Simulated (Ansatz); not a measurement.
**EuS under changes of volume**

One of the cells (26.424 Å³/atom); the others are scaled copies at fixed shape and fractional positions:

```xyz
2
Lattice="0.0000 2.9785 2.9785 2.9785 0.0000 2.9785 2.9785 2.9785 0.0000" Properties=species:S:1:pos:R:3 pbc="T T T"
Eu    0.0000    0.0000    0.0000
S     2.9785    2.9785    2.9785
```

* Program: Ansatz 0.2.0
* Functional: PBE
* Potentials or basis: JTH PAW
* Cutoff: 780 eV (not typed: the program's choice for these potentials)
* k mesh: 8 × 8 × 8
* Occupations: fermi-dirac, width 0.05 eV
* Spin: collinear spin, ferromagnetic start
* Starting moments: [7.0, 0.0] μB

```tsv
volume (Å³/atom)	energy over the lowest point (meV/atom)	pressure (GPa)	moment (μB per cell)
24.838	0.00	-0.2	6.94
25.367	2.43	-1.3	6.95
25.895	8.32	-2.3	6.96
26.424	17.31	-3.2	6.97
26.952	29.02	-3.9	6.97
27.481	43.14	-4.6	6.98
28.009	?	?	?
```

Question: What does the run at 28.009 Å³/atom give?

Answer: Energy over the lowest point 59.40 meV/atom; pressure -5.3 GPa; moment 6.98 μB per cell.

Worked out: A Birch-Murnaghan fit of order 3 (a polynomial in V^(-2/3)) to the other rows has its minimum at 24.77 Å³/atom, just outside them, with B0 = V·E''(V) = 57 GPa and B' = 4.8. It gives 59.37 meV/atom at 28.009 Å³/atom, against the run's 59.40, and -dE/dV = -5.2 GPa, against -5.3. A straight line through the other rows of the moment, of slope 0.0146 μB per Å³/atom, extrapolates to 6.99 μB, against the run's 6.98.

Energies are extrapolated to zero smearing.

Caveats: a cell with one magnetic atom can't hold antiferromagnetic order, which such compounds often take; without U or exact exchange the open f shell lies at the Fermi level, which spoils levels, moments and volumes.
